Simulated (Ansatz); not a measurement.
Write the native input for Ansatz 0.2.0 that does the following.

* Task: projected density of states
* Functional: r2SCAN
* Potentials or basis: Ansatz PAW
* Cutoff: 500 eV (not typed: the program's choice for these potentials)
* k mesh: 6 × 6 × 6
* Occupations: fermi-dirac, width 0.05 eV
* Spin: no spin polarisation

Sc:

```
Sc
1.0
    -1.91721    1.91721    1.71760
     1.91721   -1.91721    1.71760
     1.91721    1.91721   -1.71760
Sc
1
Direct
  0.00000 0.00000 0.00000
```

This isn't the form of Sc at room conditions, which is hcp.

These files were run (other wordings do the same):

input.yaml

```yaml
crystal:
  lattice:
    - [-1.9172054859, 1.9172054859, 1.717603]
    - [1.9172054859, -1.9172054859, 1.717603]
    - [1.9172054859, 1.9172054859, -1.717603]
  atoms:
    - { symbol: Sc, position: [0.0, 0.0, 0.0] }
hamiltonian:
  xc: r2scan
  pseudopotentials: { kind: paw }
kpoints:
  mp_grid: { grid: [6, 6, 6] }
scf:
  occupations: { method: fermi_dirac, width: 0.05 }
  n_extra_bands: 6
output:
  forces: true
  stress: true
  eigenvalues: true
  dos: { projected: true, de: 0.05, nscf_kmesh: { grid: [9, 9, 9] } }
```

Potentials or basis: Ansatz PAW.

Run with:

```sh
$ ansatz run input.yaml --threads 2 --pin off --max-ram 5632MiB --backend cpu --events-out ev --progress --plain --runs-dir out
```

It gave:

```json
{
 "Pressure": "-0.2 GPa",
 "Band gap on the k mesh": "none (metal or under the smearing width)",
 "Density of states at the Fermi level": "1.99 states/eV per cell"
}
```

Caveat: the k mesh is coarse (spacing up to 0.41 Å⁻¹), so the values aren't converged; the PAW data sets come from PBE, with cores solved anew for the run's functional, which leaves a small shift of forces and pressure; the density of states is complete only up to the lowest level of the last band computed.

Wall time 1.2 s on 2 threads of Arm Neoverse V2, with other jobs on the host, peak memory 0.32 GiB.
